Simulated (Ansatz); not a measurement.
# WSe2: the cost of one run

Method: DFT PBE+D3(BJ), scalar-relativistic, plane waves, PAW, in Ansatz 0.2.0.

21 further runs of the same task are left out: 21 set aside as unsound or not needed. Runs told in other sessions of the task aren't counted.

## (1) Starting point

The structure is hexagonal, space group P-6m2 (No. 187). The conventional cell has a = 3.154 Å, b = 3.154 Å, c = 32.737 Å, α = 90.00°, β = 90.00°, γ = 120.00°. Se (site symmetry 3m) has 3 W at 2.48 Å in its first shell of neighbours. W (site symmetry -6m2) is surrounded by 6 Se at 2.48 Å.

Structure file:

```
CELL_PARAMETERS angstrom
3.15400 0.00000 0.00000
-1.57700 2.73144 0.00000
0.00000 0.00000 32.73738
ATOMIC_POSITIONS crystal
Se 0.33333 0.66667 0.44855
W 0.66667 0.33333 0.50000
Se 0.33333 0.66667 0.55145
```

This is the geometry of the first run shown, built on a cell relaxed beforehand with the same method.

## (2) Plan of the line

Atoms count from 1 in the order of the input.

The lattice constant and the thickness of a sheet are varied, nothing relaxed.

First coordinate, lattice constant a of the sheet (both vectors scaled alike): 7 values from 3.154 to 3.417 Å. Second coordinate, thickness: height of Se3 above Se1, all heights scaled alike: 7 values from 3.194 to 3.545 Å.

Nothing else is relaxed. Points are written as (first, second).

## (3) Grid point (3.154 Å, 3.369 Å)

Along c the cell is not periodic, so the sheet has no images above or below.

File input.yaml:

```yaml
crystal:
  lattice:
    - [3.154, 0.0, 0.0]
    - [-1.577, 2.7314441236, 0.0]
    - [0.0, 0.0, 32.7373831004]
  atoms:
    - { symbol: Se, position: [0.3333333333, 0.6666666667, 0.4485450625] }
    - { symbol: W, position: [0.6666666667, 0.3333333333, 0.5] }
    - { symbol: Se, position: [0.3333333333, 0.6666666667, 0.5514549375] }
  periodic: [true, true, false]
basis:
  ecutwfc: 420
kpoints:
  mp_grid: { grid: [9, 9, 1] }
hamiltonian:
  xc: pbe
  pseudopotentials: { kind: paw, azcp: { folder: soft_1 } }
  dispersion: d3bj
scf:
  occupations: { method: gaussian, width: 0.02 }
output:
  forces: true
  stress: true
  eigenvalues: true
```

Command:

```
> ansatz run input.yaml --threads 1 --pin off --max-ram 3072MiB --backend cpu --events-out ev --progress --plain --runs-dir out
```

Q: Estimate wall time and peak memory on 1 thread of Arm Neoverse V2, shared host.

About 11 s, with a peak of 0.44 GiB.
